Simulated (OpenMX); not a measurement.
TaS2 under changes of volume

One of the cells (19.364 Å³/atom); the others are scaled copies at fixed shape and fractional positions:

```xyz
3
Lattice="3.3722 0.0000 0.0000 -1.6861 2.9204 0.0000 0.0000 0.0000 5.8988" Properties=species:S:1:pos:R:3 pbc="T T T"
Ta    0.0000    0.0000    0.0000
S     1.6861    0.9735    4.4241
S     0.0000    1.9469    1.4747
```

```yaml
Program: OpenMX 3.8.5
Functional: PBE
Potentials_or_basis: OpenMX 2013 PBE set, Ta7.0-s3p2d2f1, S7.0-s2p2d1f1, fixed grid of 35 × 35 × 70 points
k_mesh: 9 × 9 × 5
Occupations: fermi-dirac, width 0.05 eV
Spin: no spin polarisation
```

```tsv
volume (Å³/atom)	energy over the lowest point (meV/atom)	largest force (eV/Å)
17.845	144.13	2.507
18.225	99.97	2.086
18.605	?	?
19.364	18.82	0.982
19.744	6.31	0.662
20.123	0.00	0.362
```

What does the run at 18.605 Å³/atom give?

Energy over the lowest point 64.92 meV/atom; largest force 1.692 eV/Å.

Worked out: A Birch-Murnaghan fit of order 3 (a polynomial in V^(-2/3)) to the other rows has its minimum at 20.36 Å³/atom, just outside them, with B0 = V·E''(V) = 120 GPa and B' = 4.0 at fixed shape and positions, which overstates the stiffness. It gives 64.90 meV/atom at 18.605 Å³/atom, against the run's 64.92.

Energies are extrapolated to zero smearing.

Caveats: this functional lacks dispersion, which binds the layers, so the pressure and a relaxed spacing across them are unreliable; the basis of atomic orbitals isn't converged, which shifts pressures, moduli and gaps; forces of over 1 eV/Å show positions far from the minimum, so gaps and moduli don't describe the material at rest (some runs).
